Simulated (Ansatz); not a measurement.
# What HfO2 monolayer (2H) distorts into, part 2 of 3

Wanted: the energy along a soft mode of HfO2 monolayer (2H) and the structure at the end.

Ansatz 0.2.0; DFT PBEsol, scalar-relativistic, plane waves, PAW.

So far, highest frequency on the path or at a solved wavevector (cm⁻¹): step 2 (phonons on a q mesh) 695. Also lowest frequency on the path (cm⁻¹): step 2 -173.

### 5. Energy along the mode, all amplitudes (two of the runs are shown above)

An imaginary frequency means negative curvature, so the energy should fall and then rise again as anharmonic terms take over.

Numbers from this step:

```
depth at the lowest point sampled  : 6.405 meV/atom
largest atomic shift at that point : 0.14 Å
```

Energy from the parent against largest atomic shift:

```csv
largest atomic shift (Å),energy from the parent (meV/atom)
0.000,0
0.040,-0.905
0.080,-3.17
0.140,-6.41
0.220,-1.6
0.320,37.5
```

Displacement at unit largest shift by atom:

```csv
atom,x (Å),y (Å),z (Å),size
Hf1,0.000,0.000,0.000,0.000
O2,-0.500,-0.866,0.000,1.000
O3,0.500,0.866,0.000,1.000
```

The lowest of the steps tried is at 0.14 Å, 6.41 meV/atom below the parent; the bottom of the well need not coincide with a step.

### 6. Relaxation from the frozen mode

Starting from the lowest point found, all atoms and the cell are let go, so that strain and other modes of the same symmetry can join in.

File input.yaml:

```yaml
crystal:
  lattice:
    - [3.0837656031, 0.0, 0.0]
    - [-1.5418828015, 2.6706193516, 0.0]
    - [0.0, 0.0, 28.7]
  atoms:
    - { symbol: Hf, position: [0.3333333333, 0.6666666667, 0.3484320557] }
    - { symbol: O, position: [0.621267626, 0.2879342927, 0.3887651227] }
    - { symbol: O, position: [0.7120657073, 0.378732374, 0.3080989888] }
  periodic: [true, true, false]
kpoints:
  mp_grid: { grid: [12, 12, 1] }
hamiltonian:
  xc: pbesol
scf:
  occupations: { method: fixed }
output:
  forces: true
  stress: true
  eigenvalues: true
  write_density: true
  write_potential: true
  elf: true
  volumetric_format: npy
relax:
  adjacent_minimum: "off"
  f_tol: 0.002
  max_steps: 120
  cell: { stress_2d_tol: 0.005 }
```

On the command line:

```sh
ansatz run input.yaml --threads 8 --pin off --max-ram 14336MiB --backend cpu --events-out ev --progress --plain --runs-dir out
```

Numbers of over 12 decimals in the logs are rounded to 6 here.

The program printed:

```text
[...]
Crystal: 3 atoms, lattice volume = 236.361 Å³
Basis set: ecut = 420 eV, 4607 PW (Γ), exchange–correlation on 48×48×384 points (8 copies of the dense FFT grid, shifted against one another)
Bands: 23, of which v1, the nominal top of the filled ones, is band 19 counted from 1 (18 counted from 0)
Symmetry: 2 space group operations
[...]
k-points: 43 of 144 (time reversal used)
[...]
SCF iter   1: F=—  HF=-16722.877918 eV  |F-HF|=—  |Δ(HF+E_count)|=         —  Δρ=7.62e-3  dr2=1.16e-1  ethr=1.77e-3  ⟨swp⟩=7.0  Hψ=5855  notcnv=0  defer=85
[...]
SCF iter   7: F=-16722.856055 eV  HF=-16722.856055 eV  |F-HF|=1.74e-8  |Δ(HF+E_count)|=   1.52e-7  Δρ=5.45e-6  dr2=4.73e-8  ethr=2.63e-10  ⟨swp⟩=26.5  Hψ=14355  notcnv=0
SCF 1 converged in 7 iterations: F = -16722.856055 eV  dr2 = 4.73e-8
[...]
relax step   1: F+E_penalty+E_count = -16722.85605454 eV  Δ(F+E_penalty+E_count) = +0.000e0 eV  max|allowed force component| = 3.226e-1 eV/Å  Δτ_max = 0.0000 Å  P = +1.235 N/m  Ω = 236.361 Å³  fix = [c, alpha, beta]  reactions: c +0.000 N/m; alpha +0.000, beta +0.000 N/m/rad  (7 SCF iters, dr2 threshold 1.00e-7 eV, accepted)
Crystal: 3 atoms, lattice volume = 240.432 Å³
Basis set: ecut = 420 eV, 4651 PW (Γ), exchange–correlation on 48×48×384 points (8 copies of the dense FFT grid, shifted against one another)
[...]
iter 1 solved again at ethr=6.16e-6 eV; its pass at ethr=3.10e-3 eV (dr2=2.34e-3 eV) is discarded
[...]
SCF iter   7: F=-16722.858483 eV  HF=-16722.858483 eV  |F-HF|=3.09e-9  |Δ(HF+E_count)|=   1.36e-8  Δρ=1.66e-6  dr2=2.77e-9  ethr=1.03e-10  ⟨swp⟩=11.5  Hψ=9567  notcnv=0
SCF 2 converged in 7 iterations: F = -16722.858483 eV  dr2 = 2.77e-9
relax step   2: F+E_penalty+E_count = -16722.85848276 eV  Δ(F+E_penalty+E_count) = -2.428e-3 eV  max|allowed force component| = 2.245e-1 eV/Å  Δτ_max = 0.0178 Å  P = -0.531 N/m  Ω = 240.432 Å³  energy of the carried Pulay correction = -2.967e-3 eV  fix = [c, alpha, beta]  reactions: c -0.000 N/m; alpha -0.000, beta -0.000 N/m/rad  (7 SCF iters, dr2 threshold 3.00e-7 eV, accepted)
Crystal: 3 atoms, lattice volume = 239.738 Å³
Basis set: ecut = 420 eV, 4631 PW (Γ), exchange–correlation on 48×48×384 points (8 copies of the dense FFT grid, shifted against one another)
[...]
SCF iter   7: F=-16722.865933 eV  HF=-16722.865933 eV  |F-HF|=1.95e-9  |Δ(HF+E_count)|=   3.31e-9  Δρ=1.15e-6  dr2=1.35e-9  ethr=5.54e-11  ⟨swp⟩=11.4  Hψ=9501  notcnv=0
SCF 3 converged in 7 iterations: F = -16722.865933 eV  dr2 = 1.35e-9
relax step   3: F+E_penalty+E_count = -16722.86593279 eV  Δ(F+E_penalty+E_count) = -7.450e-3 eV  max|allowed force component| = 1.468e-1 eV/Å  Δτ_max = 0.0129 Å  P = -0.187 N/m  Ω = 239.738 Å³  energy of the carried Pulay correction = -2.464e-3 eV  fix = [c, alpha, beta]  reactions: c -0.000 N/m; alpha -0.000, beta -0.000 N/m/rad  (7 SCF iters, dr2 threshold 3.00e-7 eV, accepted)
[... from here on, the SCF cycles and remarks between the steps are left out ...]
relax step   4: F+E_penalty+E_count = -16722.88052899 eV  Δ(F+E_penalty+E_count) = -1.460e-2 eV  max|allowed force component| = 2.921e-1 eV/Å  Δτ_max = 0.0746 Å  P = +1.590 N/m  Ω = 240.116 Å³  energy of the carried Pulay correction = -2.738e-3 eV  fix = [c, alpha, beta]  reactions: c +0.000 N/m; alpha +0.000, beta +0.000 N/m/rad  (9 SCF iters, dr2 threshold 3.00e-7 eV, accepted)
relax step   5: F+E_penalty+E_count = -16722.89946533 eV  Δ(F+E_penalty+E_count) = -1.894e-2 eV  max|allowed force component| = 2.171e-1 eV/Å  Δτ_max = 0.1159 Å  P = +2.265 N/m  Ω = 244.774 Å³  energy of the carried Pulay correction = -6.075e-3 eV  fix = [c, alpha, beta]  reactions: c +0.000 N/m; alpha +0.000, beta +0.000 N/m/rad  (10 SCF iters, dr2 threshold 3.00e-7 eV, accepted)
relax step   6: F+E_penalty+E_count = -16722.95371562 eV  Δ(F+E_penalty+E_count) = -5.425e-2 eV  max|allowed force component| = 5.065e-1 eV/Å  Δτ_max = 0.1937 Å  P = +1.409 N/m  Ω = 257.420 Å³  energy of the carried Pulay correction = -1.482e-2 eV  fix = [c, alpha, beta]  reactions: c +0.000 N/m; alpha +0.000, beta +0.000 N/m/rad  (10 SCF iters, dr2 threshold 3.00e-7 eV, accepted)
relax step   7: F+E_penalty+E_count = -16723.01946883 eV  Δ(F+E_penalty+E_count) = -6.575e-2 eV  max|allowed force component| = 9.636e-1 eV/Å  Δτ_max = 0.1996 Å  P = +0.382 N/m  Ω = 269.485 Å³  energy of the carried Pulay correction = -2.275e-2 eV  fix = [c, alpha, beta]  reactions: c -0.000 N/m; alpha -0.000, beta -0.000 N/m/rad  (9 SCF iters, dr2 threshold 3.00e-7 eV, accepted)
relax step   8: F+E_penalty+E_count = -16723.03000055 eV  Δ(F+E_penalty+E_count) = -1.053e-2 eV  max|allowed force component| = 5.265e-1 eV/Å  Δτ_max = 0.1808 Å  P = -2.913 N/m  Ω = 282.228 Å³  energy of the carried Pulay correction = -3.074e-2 eV  fix = [c, alpha, beta]  reactions: c -0.000 N/m; alpha -0.000, beta -0.000 N/m/rad  (8 SCF iters, dr2 threshold 3.00e-7 eV, accepted)
relax step   9: F+E_penalty+E_count = -16723.11003269 eV  Δ(F+E_penalty+E_count) = -8.003e-2 eV  max|allowed force component| = 1.631e-1 eV/Å  Δτ_max = 0.1283 Å  P = +1.056 N/m  Ω = 278.647 Å³  energy of the carried Pulay correction = -2.853e-2 eV  fix = [c, alpha, beta]  reactions: c +0.000 N/m; alpha +0.000, beta +0.000 N/m/rad  (9 SCF iters, dr2 threshold 3.00e-7 eV, accepted)
relax step  10: F+E_penalty+E_count = -16723.11217043 eV  Δ(F+E_penalty+E_count) = -2.138e-3 eV  max|allowed force component| = 1.619e-2 eV/Å  Δτ_max = 0.0030 Å  P = -0.016 N/m  Ω = 280.428 Å³  energy of the carried Pulay correction = -2.963e-2 eV  fix = [c, alpha, beta]  reactions: c +0.000 N/m; alpha +0.000, beta +0.000 N/m/rad  (6 SCF iters, dr2 threshold 3.00e-7 eV, accepted)
relax step  11: F+E_penalty+E_count = -16723.11222067 eV  Δ(F+E_penalty+E_count) = -5.024e-5 eV  max|allowed force component| = 1.034e-3 eV/Å  Δτ_max = 0.0011 Å  P = -0.001 N/m  Ω = 280.421 Å³  energy of the carried Pulay correction = -2.963e-2 eV  fix = [c, alpha, beta]  reactions: c +0.000 N/m; alpha +0.000, beta +0.000 N/m/rad  (6 SCF iters, dr2 threshold 1.64e-8 eV, accepted)
relax step  12: F+E_penalty+E_count = -16723.11223907 eV  Δ(F+E_penalty+E_count) = -1.841e-5 eV  max|allowed force component| = 1.099e-4 eV/Å  Δτ_max = 0.0001 Å  P = -0.000 N/m  Ω = 280.392 Å³  energy of the carried Pulay correction = -2.961e-2 eV  fix = [c, alpha, beta]  reactions: c +0.000 N/m; alpha +0.000, beta +0.000 N/m/rad  (6 SCF iters, dr2 threshold 1.00e-10 eV, accepted)
[...]
relax step  30: F+E_penalty+E_count = -16723.49003443 eV  Δ(F+E_penalty+E_count) = -3.164e-4 eV  max|allowed force component| = 6.304e-4 eV/Å  Δτ_max = 0.0014 Å  P = -0.043 N/m  Ω = 333.190 Å³  energy of the carried Pulay correction = -3.949e-3 eV  fix = [c, alpha, beta]  reactions: c -0.000 N/m; alpha -0.000, beta -0.000 N/m/rad  (6 SCF iters, dr2 threshold 2.33e-8 eV, accepted)
relax step  31: F+E_penalty+E_count = -16723.49024617 eV  Δ(F+E_penalty+E_count) = -2.117e-4 eV  max|allowed force component| = 3.204e-3 eV/Å  Δτ_max = 0.0009 Å  P = +0.009 N/m  Ω = 332.861 Å³  energy of the carried Pulay correction = -3.760e-3 eV  fix = [c, alpha, beta]  reactions: c +0.000 N/m; alpha +0.000, beta +0.000 N/m/rad  (6 SCF iters, dr2 threshold 5.30e-9 eV, accepted)
relax step  32: F+E_penalty+E_count = -16723.49024236 eV  Δ(F+E_penalty+E_count) = +3.807e-6 eV  max|allowed force component| = 1.557e-4 eV/Å  Δτ_max = 0.0002 Å  P = -0.000 N/m  Ω = 332.869 Å³  energy of the carried Pulay correction = -3.766e-3 eV  fix = [c, alpha, beta]  reactions: c +0.000 N/m; alpha -0.000, beta -0.000 N/m/rad  (5 SCF iters, dr2 threshold 6.42e-10 eV, accepted)
relax step  33: F+E_penalty+E_count = -16723.49990003 eV  Δ(F+E_penalty+E_count) = -9.658e-3 eV  max|allowed force component| = 8.709e-4 eV/Å  Δτ_max = 0.0000 Å  P = +0.102 N/m  Ω = 332.869 Å³  fix = [c, alpha, beta]  reactions: c +0.000 N/m; alpha +0.000, beta +0.000 N/m/rad  stress off target by 2.81e-1 N/m on what of the cell is left free  SCF on the basis re-selected at this cell (its energy is not comparable with the rows above)  (8 SCF iters)
relax step  34: F+E_penalty+E_count = -16723.50147371 eV  Δ(F+E_penalty+E_count) = -1.574e-3 eV  max|allowed force component| = 2.963e-2 eV/Å  Δτ_max = 0.0052 Å  P = +0.086 N/m  Ω = 334.058 Å³  energy of the carried Pulay correction = -5.866e-4 eV  fix = [c, alpha, beta]  reactions: c +0.000 N/m; alpha +0.000, beta +0.000 N/m/rad  (8 SCF iters, dr2 threshold 1.30e-7 eV, accepted)
relax step  35: F+E_penalty+E_count = -16723.50152857 eV  Δ(F+E_penalty+E_count) = -5.486e-5 eV  max|allowed force component| = 4.197e-3 eV/Å  Δτ_max = 0.0021 Å  P = -0.012 N/m  Ω = 334.060 Å³  energy of the carried Pulay correction = -5.876e-4 eV  fix = [c, alpha, beta]  reactions: c -0.000 N/m; alpha -0.000, beta -0.000 N/m/rad  (5 SCF iters, dr2 threshold 5.49e-8 eV, accepted)
relax step  36: F+E_penalty+E_count = -16723.50152717 eV  Δ(F+E_penalty+E_count) = +1.395e-6 eV  max|allowed force component| = 7.348e-5 eV/Å  Δτ_max = 0.0003 Å  P = -0.000 N/m  Ω = 334.065 Å³  energy of the carried Pulay correction = -5.901e-4 eV  fix = [c, alpha, beta]  reactions: c +0.000 N/m; alpha +0.000, beta +0.000 N/m/rad  (4 SCF iters, dr2 threshold 1.10e-9 eV, accepted)
relax step  37: F+E_penalty+E_count = -16723.50267205 eV  Δ(F+E_penalty+E_count) = -1.145e-3 eV  max|allowed force component| = 2.383e-4 eV/Å  Δτ_max = 0.0000 Å  P = +0.011 N/m  Ω = 334.065 Å³  fix = [c, alpha, beta]  reactions: c -0.000 N/m; alpha -0.000, beta -0.000 N/m/rad  stress off target by 5.86e-2 N/m on what of the cell is left free  SCF on the basis re-selected at this cell (its energy is not comparable with the rows above)  (9 SCF iters)
relax step  38: F+E_penalty+E_count = -16723.50273350 eV  Δ(F+E_penalty+E_count) = -6.145e-5 eV  max|allowed force component| = 6.227e-4 eV/Å  Δτ_max = 0.0005 Å  P = -0.006 N/m  Ω = 334.233 Å³  energy of the carried Pulay correction = -8.024e-5 eV  fix = [c, alpha, beta]  reactions: c -0.000 N/m; alpha -0.000, beta -0.000 N/m/rad  (8 SCF iters, dr2 threshold 5.66e-9 eV, accepted)
relax step  39: F+E_penalty+E_count = -16723.50275470 eV  Δ(F+E_penalty+E_count) = -2.120e-5 eV  max|allowed force component| = 7.683e-5 eV/Å  Δτ_max = 0.0002 Å  P = -0.002 N/m  Ω = 334.190 Å³  energy of the carried Pulay correction = -5.950e-5 eV  fix = [c, alpha, beta]  reactions: c -0.000 N/m; alpha -0.000, beta -0.000 N/m/rad  (6 SCF iters, dr2 threshold 5.35e-11 eV, accepted)
relax step  40: F+E_penalty+E_count = -16723.50282406 eV  Δ(F+E_penalty+E_count) = -6.936e-5 eV  max|allowed force component| = 7.670e-5 eV/Å  Δτ_max = 0.0000 Å  P = -0.001 N/m  Ω = 334.190 Å³  fix = [c, alpha, beta]  reactions: c -0.000 N/m; alpha -0.000, beta -0.000 N/m/rad  stress off target by 1.31e-2 N/m on what of the cell is left free  SCF on the basis re-selected at this cell (its energy is not comparable with the rows above)  (7 SCF iters)
relax step  41: F+E_penalty+E_count = -16723.50284327 eV  Δ(F+E_penalty+E_count) = -1.921e-5 eV  max|allowed force component| = 1.385e-5 eV/Å  Δτ_max = 0.0001 Å  P = +0.002 N/m  Ω = 334.165 Å³  energy of the carried Pulay correction = +1.210e-5 eV  fix = [c, alpha, beta]  reactions: c -0.000 N/m; alpha +0.000, beta +0.000 N/m/rad  (7 SCF iters, dr2 threshold 2.83e-10 eV, accepted)
relax step  42: F+E_penalty+E_count = -16723.50283641 eV  Δ(F+E_penalty+E_count) = +6.863e-6 eV  max|allowed force component| = 2.650e-5 eV/Å  Δτ_max = 0.0001 Å  P = +0.000 N/m  Ω = 334.182 Å³  energy of the carried Pulay correction = +3.700e-6 eV  fix = [c, alpha, beta]  reactions: c +0.000 N/m; alpha +0.000, beta +0.000 N/m/rad  (6 SCF iters, dr2 threshold 8.22e-11 eV, accepted)
[...]
SCF iter   7: F=-16723.502837 eV  HF=-16723.502837 eV  |F-HF|=9.46e-11  |Δ(HF+E_count)|=   4.64e-8  Δρ=4.93e-9  dr2=5.06e-14  ethr=1.00e-12  ⟨swp⟩=14.3  Hψ=7135  notcnv=0
SCF 43 converged in 7 iterations: F = -16723.502837 eV  dr2 = 5.06e-14
relax step  43: F+E_penalty+E_count = -16723.50283680 eV  Δ(F+E_penalty+E_count) = -3.949e-7 eV  max|allowed force component| = 1.676e-5 eV/Å  Δτ_max = 0.0000 Å  P = +0.000 N/m  Ω = 334.182 Å³  fix = [c, alpha, beta]  reactions: c -0.000 N/m; alpha -0.000, beta -0.000 N/m/rad  stress off target by 2.95e-3 N/m on what of the cell is left free  SCF on the basis re-selected at this cell (its energy is not comparable with the rows above)  (7 SCF iters)
[...]
SCF converged after 7 iterations
Free energy (F): -16723.502837 eV
[...]
Internal energy: -16723.502837 eV  (E = F + TS)
E sigma→0 (E₀):  -16723.502837 eV
Fermi energy:    -7.763299 eV
[...]
--- Forces (eV/Å), atoms counted from 1 ---
  atom   1  Hf     0.00000695    -0.00000401     0.00000000
  atom   2  O     -0.00000230     0.00000417     0.00001676
  atom   3  O     -0.00000476    -0.00000009    -0.00001676
  max |Σ_I F_I| component: 1.19e-7 eV/Å
--- 2D stress c σ (N/m, compression-positive) ---
       -0.001358       0.002485       0.000000
        0.002485       0.001511       0.000000
        0.000000       0.000000      -0.000000
  P = ½ c Tr σ = 0.0001 N/m
--- Band table (eV; the first three rows and the last of 43) ---
  k-point 0: bands = [... 15 lower, -10.0382, -9.9634, -7.7654, -7.7633, -3.0780, -1.3122 (-1.3122°), -0.6761, -0.4589]
  k-point 1: bands = [... 15 lower, -9.9982, -9.6890, -7.8469, -7.8270, -2.9221, -1.2748 (-1.2747°), -0.6552, -0.4840]
  k-point 2: bands = [... 15 lower, -9.9486, -9.3158, -8.0679, -7.9944, -2.5315, -1.1689 (-1.1689°), -0.8168, -0.3701]
  k-point 42: bands = [... 15 lower, -9.4892, -7.9928, -7.8885, -7.8879, -2.9937, -2.9917, -1.9061, 0.2420]
  ° read free of the cell's end (the report's vacuum.weakly_bound_levels)
--- Relaxed structure (36 steps of the walk, 35 accepted, 7 SCFs on fresh bases) ---
  F+E_penalty+E_count = -16723.50283680 eV   max|allowed force component| = 1.676e-5 eV/Å   (the final SCF, on the basis selected at the relaxed cell)
  cell:  # Å, volume = 334.1819 Å³
    - [3.296346, 0.882087, 0]
    - [-0.884263, 3.295762, 0]
    - [0, 0, 28.7]
  atoms:
    - { symbol: Hf, position: [0.388889, 0.611111, 0.348432] }
    - { symbol: O, position: [0.388889, 0.111111, 0.381736] }
    - { symbol: O, position: [0.888889, 0.611111, 0.315129] }
```

Elapsed: 3.6 min, on 8 threads of Arm Neoverse V1, shared host; peak memory 0.95 GiB; 27 min of CPU time.

The steps of the relaxation (22 of 43):

```csv
step,energy less that of the first step (eV),largest force component (eV/Å),volume (Å³)
1,0.0000,0.3226,236.36
3,-0.0099,0.1468,239.74
5,-0.0434,0.2171,244.77
7,-0.1634,0.9636,269.48
9,-0.2540,0.1631,278.65
11,-0.2562,0.0010,280.42
13*,-0.3760,0.0017,280.39
15,-0.4589,0.0246,300.09
17,-0.4674,0.1182,305.36
19,-0.4682,0.0009,306.90
21,-0.5508,0.0008,312.62
23,-0.5794,0.0136,324.98
25,-0.5790,0.0029,326.12
27*,-0.6172,0.0013,326.08
29,-0.6337,0.0020,333.59
31,-0.6342,0.0032,332.86
33*,-0.6438,0.0009,332.87
35,-0.6455,0.0042,334.06
37*,-0.6466,0.0002,334.06
39,-0.6467,0.0001,334.19
41,-0.6468,0.0000,334.16
43*,-0.6468,0.0000,334.18
```

Relaxation steps marked * repeat the geometry before them on a plane-wave basis chosen anew for their cell, so energy and pressure can jump there. Other such steps can lie between the rows shown. Relaxation step 17 was tried and not accepted.

The run keeps the 2 symmetry operations that it works with, so distortions that break them were not tested.

```csv
cell as run,before,after,change
a (Å),3.084,3.412,+10.7 %
b (Å),3.084,3.412,+10.7 %
γ (°),120.00,90.04,-25.0 %
```

The atoms that moved most (Å, along periodic axes as changes of fractional coordinates times the final cell, across vacuum about the mean position):

```
atom      dx      dy      dz  length
  O2  -0.610  -0.788  -0.202   1.016
  O3   0.377   0.922   0.202   1.016
 Hf1   0.232  -0.134   0.000   0.268
```

Final coordinates:

```xyz
3
Lattice="3.2963 0.8821 0.0000 -0.8843 3.2958 0.0000 0.0000 0.0000 28.7000" Properties=species:S:1:pos:R:3
Hf    0.7415    2.3571   10.0000
O     1.1837    0.7092   10.9558
O     2.3897    2.7982    9.0442
```

This step gave:

```
gap on the k-mesh : 4.685 eV
area per atom     : 3.881 Å²
```

ELF in the ac plane at fractional y = 0.611, with atoms of Hf and O within 0.2 Å of it. It is the smooth field of the valence electrons, not physical close to the nuclei.

Ten even steps from '0' (0.00) to '9' (0.83), each cell a mean:
```
00000000000000
00000000000000
00000000000000
00000000000000
00000000000000
00000000000000
00000000000000
00000000000000
00000000000000
00000000000000
00000000000000
00000000000000
00000000000000
00000000000000
00012221100000
42589999743566
99632332479877
43210000134454
00000000000000
00000000000000
00000000000000
00000000000000
00000000000000
00000000000000
```
Columns run along a (3.4 Å), rows up along c (28.7 Å). Atoms in or near the plane, at fractional coordinates: Hf at (0.39, 0.35), O at (0.89, 0.32).

Electrostatic potential energy in the ac plane at fractional y = 0.611, with atoms of Hf and O within 0.2 Å of it. With pseudopotentials it is smooth inside the atoms' cores, unlike the true potential.

Ten even steps from '_' (-35 eV) to '@' (0 eV), each cell a mean:
```
@@@@@@@@@@@@@@@@@@@@@@@@@@@@
@@@@@@@@@@@@@@@@@@@@@@@@@@@@
@@@@@@@@@@@@@@@@@@@@@@@@@@@@
@@@@@@@@@@@@@@@@@@@@@@@@@@@@
@@@@@@@@@@@@@@@@@@@@@@@@@@@@
@@@@@@@@@@@@@@@@@@@@@@@@@@@@
@@@@@@@@@@@@@@@@@@@@@@@@@@@@
@@@@@@@@@@@@@@@@@@@@@@@@@@@@
@@@@@@@@@@@@@@@@@@@@@@@@@@@@
@@@@@@@@@@@@@@@@@@@@@@@@@@@@
@@@@@@@@@@@@@@@@@@@@@@@@@@@@
@@@@@@@@@@@@@@@@@@@@@@@@@@@@
@@@@@@@@@@@@@@@@@@@@@@@@@@@@
@@@@@@@@@@@@@@@@@@@@@@@@@@@@
%%%%##****++++**##%%%%%%@@@@
**++::____________--********
::++##**++====++**##==..____
@@@@@@@@@@@@@@@@@@@@@@@@@@@@
@@@@@@@@@@@@@@@@@@@@@@@@@@@@
@@@@@@@@@@@@@@@@@@@@@@@@@@@@
@@@@@@@@@@@@@@@@@@@@@@@@@@@@
@@@@@@@@@@@@@@@@@@@@@@@@@@@@
@@@@@@@@@@@@@@@@@@@@@@@@@@@@
@@@@@@@@@@@@@@@@@@@@@@@@@@@@
```
Columns run along a (3.4 Å; values clipped at the 3rd and 97th percentile), rows up along c (28.7 Å). Atoms in or near the plane, at fractional coordinates: Hf at (0.39, 0.35), O at (0.89, 0.32).

Valence density in the ac plane at fractional y = 0.611, with atoms of Hf and O within 0.2 Å of it. It is the smooth field of the valence electrons, not physical close to the nuclei.

Ten steps, logarithmic in the rise over the least value, from '_' (0 e/Å³) to '@' (22 e/Å³), each cell a mean:
```
____________________________
____________________________
____________________________
____________________________
____________________________
____________________________
____________________________
____________________________
____________________________
____________________________
____________________________
____________________________
____________________________
____________________________
______..::::::::..__________
::::==##@@@@@@%%**==::::----
++==::::--====--::--==******
____________________________
____________________________
____________________________
____________________________
____________________________
____________________________
____________________________
```
Columns run along a (3.4 Å), rows up along c (28.7 Å). Atoms in or near the plane, at fractional coordinates: Hf at (0.39, 0.35), O at (0.89, 0.32).

The distorted start has space group C2; the relaxation ends in P-4m2.

(Continued in part 3 of 3.)

[Logs are printed without paths, hosts, clocks, repeated set-up lines and the standing remarks that a program may print on its own settings, such as how far it seeks lower states.]

[Hosts, paths, dates, database ids (printed as entryN), source tags and the programs' standing remarks are cut or masked in the printed files.]
